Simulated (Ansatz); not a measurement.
**W: a line through an energy map**

One table from this session's results is given with a row withheld; the runs are named, their logs left out.

The COD cell was measured well above room temperature, so it is larger than a cold one.

Computed with Ansatz 0.2.0 (DFT PBE, scalar-relativistic, plane waves, PAW, unless a step's input says otherwise).

23 further runs of the same task are left out: 23 set aside as unsound or not needed.

## Starting point

It takes space group Im-3m (No. 229, cubic). Conventional cell: a = 3.184 Å, b = 3.184 Å, c = 3.184 Å, α = 90.00°, β = 90.00°, γ = 90.00°. W (site symmetry m-3m) is surrounded by 8 W at 2.76 Å.

As a file:

```xyz
1
Lattice="-1.5918 1.5918 1.5918 1.5918 -1.5918 1.5918 1.5918 1.5918 -1.5918" Properties=species:S:1:pos:R:3 pbc="T T T"
W     0.0000    0.0000    0.0000
```

This cell was relaxed beforehand with the same method: volume 16.13 Å³/atom, gap on the mesh none (metal).

## What is varied

The energy is mapped over volume and the cell's shape.

First coordinate, volume per atom: 7 values from 14.20 to 18.07 Å³. Second coordinate, length along [111] over the lengths across it, relative to the cubic cell: 9 values from 0.452 to 2.211.

Nothing else is relaxed (symmetry fixes all fractional coordinates). Energies count from the relaxed crystal. Points are written as (first, second).

Set-up of the first run:

Contents of input.yaml:

```yaml
crystal:
  lattice:
    - [-1.9312209728, 1.5510707888, 1.5510707888]
    - [1.5510707888, -1.9312209728, 1.5510707888]
    - [1.5510707888, 1.5510707888, -1.9312209728]
  atoms:
    - { symbol: W, position: [0.0, 0.0, 0.0] }
basis:
  ecutwfc: 420
kpoints:
  mp_grid: { grid: [22, 22, 22] }
hamiltonian:
  xc: pbe
  pseudopotentials: { kind: paw, azcp: { folder: soft_1 } }
scf:
  occupations: { method: gaussian, width: 0.15 }
output:
  forces: true
  stress: true
  eigenvalues: true
```

On the command line:

```sh
$ ansatz run input.yaml --threads 1 --pin off --max-ram 2048MiB --backend cpu --events-out ev --progress --plain --runs-dir out
```

Among the steps run: The run at (14.20 Å³, 0.672); Point (14.84 Å³, 0.672); Grid point (15.49 Å³, 0.672); Grid point (16.13 Å³, 0.672); Grid point (17.43 Å³, 0.672).

One of the session's tables, all rows but one given; the rest of the session is left out.

It belongs to the step «The line in numbers». 

```
volume per atom (Å³)  energy (meV/atom)  slope (meV/atom per Å³)  pressure (GPa)
               14.20               3696                     −791             127
               14.84               3246                     −611              98
               15.49               2900                     −468              75
               16.13                  ?                        ?               ?
               16.78               2439                     −258              41
               17.43               2298                     −182              29
               18.07               2200                     −121              19
```

**Question.** Estimate the row for volume per atom (Å³) = 16.13.

Worked estimate for «energy (meV/atom)». A straight line through the neighbours (15.49, 2900) and (16.78, 2439) gives 2900 + (2439 − 2900) × (16.13 − 15.49) / (16.78 − 15.49) = 2671; a parabola fitted to 4 rows on both sides gives 2638.

As computed: energy (meV/atom): 2635; slope (meV/atom per Å³): −354; pressure (GPa): 57. In «energy (meV/atom)» the line misses by +36 and the parabola by +3.

Energies count from the relaxed crystal. Rows without a step come from runs not printed here or follow by symmetry.

The highest point computed, at 14.20 Å³, lies 1496 meV/atom above the lowest.
